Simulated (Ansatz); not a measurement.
# ZnS (F-43m) in Ansatz: further runs

The runs below take ZnS through single point, with PBE.

Everything below comes from runs of Ansatz 0.2.0. Logs are shortened: lines on timing, memory, paths and dates and some standing lists are left out, and cuts for length are marked.

**Measured values to compare with.**

From “Electronic, vibrational, and thermodynamic properties of ZnS (zincblende and rocksalt structure)”, 2009, arxiv:0911.5022, for a bulk crystal of ZnS at 19 K: band gap 3.85 eV (direct).

The runs below are set against these values where they give the same quantity.

**1. The crystal as given**

It takes space group F-43m (No. 216, cubic). The conventional cell has a = 5.404 Å, b = 5.404 Å, c = 5.404 Å, α = 90.00°, β = 90.00°, γ = 90.00°. Around Zn (site symmetry -43m) lie 4 S at 2.34 Å. S (site symmetry -43m) has 4 Zn at 2.34 Å as nearest neighbours.

**2. Single point, PBE**

The input, input.yaml:

```yaml
crystal:
  lattice:
    - [0.0, 2.702, 2.702]
    - [2.702, 0.0, 2.702]
    - [2.702, 2.702, 0.0]
  atoms:
    - { symbol: Zn, position: [0.75, 0.75, 0.75] }
    - { symbol: S, position: [0.0, 0.0, 0.0] }
kpoints:
  mp_grid: { grid: [4, 4, 4] }
scf:
  occupations: { method: fermi_dirac, width: 0.02 }
hamiltonian:
  xc: pbe
  pseudopotentials: { kind: all_electron, lapw: { basis_error: 0.003 } }
output:
  forces: true
  stress: true
  eigenvalues: true
```

Potentials or basis: all-electron LAPW, scalar-relativistic.

On the command line:

```sh
ansatz run input.yaml --threads 1 --pin off --max-ram 3072MiB --backend cpu --events-out ev --progress --plain --runs-dir out
```

The program printed:

```text
Warning: RAYON_NUM_THREADS=1 ignored (pool sized by the plan → 1); use --threads N
LAPW: plane waves up to 8.000 Å⁻¹, error target 3.0e-3 eV per atom; small_component_spin mean_spin; S in spheres of 1.032 Å, 14 of its electrons in bands, Dirac shells []; Zn in spheres of 1.308 Å, 20 of its electrons in bands, Dirac shells [] (how accurate: hamiltonian.pseudopotentials.lapw.basis_error, Limitations)
Engine: ansatz 0.2.0, aarch64-unknown-linux-gnu
Pseudopotentials: kind: all_electron
Pseudopotential: Zn, LAPW, valence charge 20, lapw/all_electron/scalar/gaussian/Zn, Koelling and Harmon's equation, gaussian nucleus
Pseudopotential: S, LAPW, valence charge 14, lapw/all_electron/scalar/gaussian/S, Koelling and Harmon's equation, gaussian nucleus
Functional definition: PBE
  parameter kappa = 0.804
  parameter beta = 0.06672455060314922
  exchange = pbe_x(kappa = kappa, mu = beta*pi^2/3)
  correlation = pbe_c(beta = beta)
Crystal: 2 atoms, lattice volume = 39.454 Å³
Basis set: ecut = 243.82207789772409 eV, 331 PW (Γ), exchange–correlation at level 2
Bands: 21, of which v1, the nominal top of the filled ones, is band 17 counted from 1 (16 counted from 0)
Symmetry: 24 space group operations
Space group: F-43m (ITA 216), of the structure as read, at distance tolerance 3.4e-5 Å
k-points: 8 of 64 (time reversal used)
Non-local potential: Zn, projectors of the file, none
Non-local potential: S, projectors of the file, none
Initial density: superposition of atomic densities (chi_scale 0.1, normalization cell, long waves kept (reshape's long-wave potential 0.00 eV rms))
Initial wavefunctions: plane waves of lowest kinetic energy (no species holds an atomic orbital)
Functional: x = pbe(κ = 0.804, μ = 0.2195149727645171), c = pbe(β = 0.06672455060314922)
iter 1 solved again at ethr=3.18e-3 eV; its pass at ethr=1.00e-1 eV (dr2=1.08e0 eV) is discarded
SCF iter   1: F=—  HF=-59737.728649 eV  |F-HF|=—  |Δ(HF+E_count)|=         —  Δρ=4.08e-2  dr2=1.08e0  ethr=3.18e-3  ⟨swp⟩=2.0  Hψ=1141  notcnv=0
preconditioner: auto → none  [insulator: Δε(μ)=2.380 eV  Ē_g=11.588 eV  σ=0.020 eV  W_gap=1.00  n_scr=14 (ndim 8)  ℏωp=25.1 eV  f_vac=0.110  D(μ)=0.00/eV (n_scr^D=0)  ε∞_Penn≈5.7]
iter 2 solved again at ethr=1.49e-4 eV; its pass at ethr=3.18e-3 eV (dr2=5.05e-2 eV) is discarded
SCF iter   2: F=—  HF=-59737.381636 eV  |F-HF|=—  |Δ(HF+E_count)|=   3.47e-1  Δρ=1.34e-2  dr2=5.05e-2  ethr=1.49e-4  ⟨swp⟩=2.0  Hψ=894  notcnv=0
SCF iter   3: F=—  HF=-59737.291879 eV  |F-HF|=—  |Δ(HF+E_count)|=   8.98e-2  Δρ=7.62e-3  dr2=1.59e-2  ethr=1.49e-4  ⟨swp⟩=3.0  Hψ=540  notcnv=0
SCF iter   4: F=—  HF=-59737.283912 eV  |F-HF|=—  |Δ(HF+E_count)|=         —  Δρ=3.79e-3  dr2=3.95e-3  ethr=4.68e-5  ⟨swp⟩=2.0  Hψ=494  notcnv=0
the basis was enlarged: its passes take 28.4 KiB over the memory plan, 1 of 1 planned eigensolver slots
SCF iter   5: F=—  HF=-59737.284300 eV  |F-HF|=—  |Δ(HF+E_count)|=   3.87e-4  Δρ=7.16e-4  dr2=1.36e-4  ethr=1.16e-5  ⟨swp⟩=2.0  Hψ=493  notcnv=0
SCF iter   6: F=—  HF=-59737.284370 eV  |F-HF|=—  |Δ(HF+E_count)|=   7.04e-5  Δρ=8.23e-5  dr2=1.86e-6  ethr=4.01e-7  ⟨swp⟩=2.6  Hψ=469  notcnv=0
SCF iter   7: F=-59737.284374 eV  HF=-59737.284374 eV  |F-HF|=9.15e-9  |Δ(HF+E_count)|=   3.56e-6  Δρ=4.56e-6  dr2=8.60e-9  ethr=5.46e-9  ⟨swp⟩=3.0  Hψ=501  notcnv=0
SCF 1 converged in 7 iterations: F = -59737.284374 eV  dr2 = 8.60e-9
SCF converged after 7 iterations
Free energy (F): -59737.284374 eV
Harris-Foulkes:  -59737.284374 eV  (|F-HF|=9.15e-9)
Internal energy: -59737.284374 eV  (E = F + TS)
E sigma→0 (E₀):  -59737.284374 eV
Fermi energy:    8.398131 eV
--- Per-component energies (eV) ---
  E_band       = -1879.517186
  E_kinetic    = 60684.957215
  E_xc         = -2649.080020
  E_electrostatic = -117773.161569  (all electrons and nuclei)
  E_smearing   = -0.000000  (= −TS)
  E_closure    = 0.000000  (closes the sum)
  E_atoms      = -59730.497347  (free atoms, spherical and without spin; not in F)
  Σ components = -59737.284374   (vs F -59737.284374, Δ=0.00e0)
  Basis errors (estimates in eV, not in F): energy 1.3e-3 per atom: plane waves 1.1e-3 (6.9e-4 summed), levels above the bands 1.4e-168, relativity 1.6e-7, radial functions 1.4e-4, core shells 9.7e-11; eigenvalues (radial functions only) 6.1e-6; not estimated: angular momenta, meshes, grids; target (lapw.basis_error) 3.0e-3; muffin-tin radii S 1.032 Å, Zn 1.308 Å
--- Forces (eV/Å), atoms counted from 1 ---
  atom   1  Zn    -0.00000000     0.00000000     0.00000000
  atom   2  S      0.00000000    -0.00000000    -0.00000000
  max |Σ_I F_I| component: 4.63e-17 eV/Å
--- Stress (GPa, compression-positive) ---
        1.921692       0.000000      -0.000000
        0.000000       1.921692       0.000000
       -0.000000       0.000000       1.921692
  P = ⅓ Tr σ = 1.9217 GPa (19.217 kbar)
--- Band table (eV; the first three rows and the last of 8) ---
  k-point 0: bands = ["-197.2879", "-142.0593", "-142.0593", "-142.0593", "-117.5441", "-71.7135", "-71.7135", "-71.7135", "-5.8027", "0.9790", "0.9790", "0.9790", "1.4751", "1.4751", "7.3356", "7.3356", "7.3356", "9.4387", "13.6919", "13.6919", "13.6919"]
  k-point 1: bands = ["-197.2879", "-142.0593", "-142.0593", "-142.0593", "-117.5441", "-71.7136", "-71.7135", "-71.7135", "-5.3796", "1.0284", "1.0460", "1.0460", "1.4767", "1.4767", "4.4977", "6.8664", "6.8664", "10.7986", "14.2502", "14.3130", "14.3130"]
  k-point 2: bands = ["-197.2879", "-142.0593", "-142.0593", "-142.0593", "-117.5441", "-71.7137", "-71.7136", "-71.7136", "-4.8721", "1.0938", "1.0938", "1.5055", "1.5055", "1.6799", "2.0369", "6.4684", "6.4684", "10.6306", "14.2195", "14.2195", "16.1982"]
  k-point 7: bands = ["-197.2879", "-142.0593", "-142.0593", "-142.0593", "-117.5441", "-71.7137", "-71.7136", "-71.7136", "-4.5529", "1.1117", "1.2602", "1.4170", "1.4385", "1.8772", "2.7392", "4.5844", "4.6181", "13.0161", "13.3542", "15.1748", "15.5230"]
```

It took 2.4 s on 1 thread of Arm Neoverse V2, shared host; peak memory 0.21 GiB.

What came out:

- Free energy: -59737.2844 eV
- Pressure: 1.9 GPa
- Band gap on the k mesh: 2.10 eV, direct

Caveat: the k mesh is coarse (spacing up to 0.50 Å⁻¹), so the values aren't converged.

**3. Single point, PBE**

The input, input.yaml:

```yaml
crystal:
  lattice:
    - [0.0, 2.702, 2.702]
    - [2.702, 0.0, 2.702]
    - [2.702, 2.702, 0.0]
  atoms:
    - { symbol: Zn, position: [0.75, 0.75, 0.75] }
    - { symbol: S, position: [0.0, 0.0, 0.0] }
kpoints:
  mp_grid: { grid: [9, 9, 9] }
scf:
  occupations: { method: gaussian, width: 0.013 }
hamiltonian:
  xc: pbe
  pseudopotentials: { kind: all_electron, lapw: { basis_error: 0.001 } }
output:
  forces: true
  stress: true
  eigenvalues: true
```

Potentials or basis: all-electron LAPW, scalar-relativistic.

On the command line:

```sh
ansatz run input.yaml --threads 1 --pin off --max-ram 3072MiB --backend cpu --events-out ev --progress --plain --runs-dir out
```

It took 10 s on 1 thread of Arm Neoverse V2, shared host; peak memory 0.27 GiB.

It converged, with:

```
Free energy            : -59737.3323 eV
Pressure               : 1.6 GPa
Band gap on the k mesh : 2.11 eV, direct
```

Levels at points of the mesh, in eV from the valence-band top:
```csv
k point,band 14,band 15,band 16,band 17,band 18,band 19,band 20,band 21
"(0.00, 0.00, 0.00)",-5.83,0.00,0.00,0.00,2.11,6.37,6.37,6.37
```

**4. Against experiment**

Step 3. Against the measured gap of ZnS, 3.85 eV (direct; 19 K; quoted in “Electronic, vibrational, and thermodynamic properties of ZnS (zincblende and rocksalt structure)”, 2009, arxiv:0911.5022), the calculated 2.11 eV is off by -1.74 eV. The value is that of PBE, without temperature or zero-point motion. Semilocal functionals fall short of measured gaps as a rule.
